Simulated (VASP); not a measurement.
A run of VASP 6.6.1:

File INCAR:

```
SYSTEM = Zn
  ALGO = Normal
  EDIFF = 1E-7
  EDIFFG = -0.005
  ENCUT = 600
  GGA = CA
  IBRION = 2
  ISIF = 3
  ISMEAR = 1
  LASPH = .True.
  LCHARG = .False.
  LREAL = .False.
  LWAVE = .False.
  NELM = 80
  NSW = 90
  PREC = Accurate
  SIGMA = 0.1
```

KPOINTS

```
k-points
0
Gamma
  18 18 8
  0 0 0
```

The input POSCAR:

```
Zn                                      
1.0
    2.5611995481      0.0000000000      0.0000000000
   -1.2805997740      2.2180638728     -0.0000000000
    0.0000000000      0.0000000000      4.8328431416
  Zn            
     2
Direct
     0.3333333332999970    0.6666666667000030    0.2500000000000000
     0.6666666667000030    0.3333333332999970    0.7500000000000000
```

Potentials or basis: VASP PAW LDA potentials, release 64 (Zn).

Command:

```sh
$ cat potpaw_LDA.64/Zn/POTCAR > POTCAR
$ mpirun -np 1 vasp_std > vasp.out
```

Hardware: 1 thread of Intel(R) Xeon(R) 6975P-C (Granite Rapids), with other jobs on the host.

Question: How long does it take, and how much memory?

Answer: It took 100 s on 1 thread of Intel(R) Xeon(R) 6975P-C (Granite Rapids), on a shared host, peak memory 0.2 GiB. Counts: scf iterations 45, k points 185, ion steps 7.
